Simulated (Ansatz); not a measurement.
Se (simple hexagonal type), DFT, PBE, all-electron LAPW, scalar-relativistic (Ansatz 0.2.0), on 1 thread of Arm Neoverse V1 (shared host).

Command: `ansatz run input.yaml --threads 1 --pin off --max-ram 2048MiB --backend cpu --events-out ev --progress --plain --runs-dir out`

```yaml
crystal:
  lattice:
    - [3.1320713901, 0.0, 0.0]
    - [-1.566035695, 2.7124533903, 0.0]
    - [0.0, 0.0, 2.6193928555]
  atoms:
    - { symbol: Se, position: [0.0, 0.0, 0.0] }
kpoints:
  mp_grid: { grid: [16, 16, 15] }
  band_path:
    path:
      - [0.0, 0.0, 0.0]
      - [0.5, 0.0, 0.0]
      - [0.3333333333, 0.3333333333, 0.0]
      - [0.0, 0.0, 0.0]
      - [0.0, 0.0, 0.5]
      - [0.5, 0.0, 0.5]
      - [0.3333333333, 0.3333333333, 0.5]
      - [0.0, 0.0, 0.5]
      - [0.5, 0.0, 0.5]
    npoints: 14
scf:
  occupations: { method: fermi_dirac, width: 0.1 }
hamiltonian:
  xc: pbe
  pseudopotentials: { kind: all_electron, lapw: { basis_error: 0.001 } }
output:
  forces: true
  stress: true
  eigenvalues: true
  populations: true
  dos: { projected: true, de: 0.2, e_range: [-14, 8] }
```

How large is the problem that the program sets up?

240 irreducible k-points, 193 plane waves at Γ, 16 bands.

About how long does it take?

18 s of wall time for 6 SCF iterations. Times on shared machines scatter by tens of per cent.
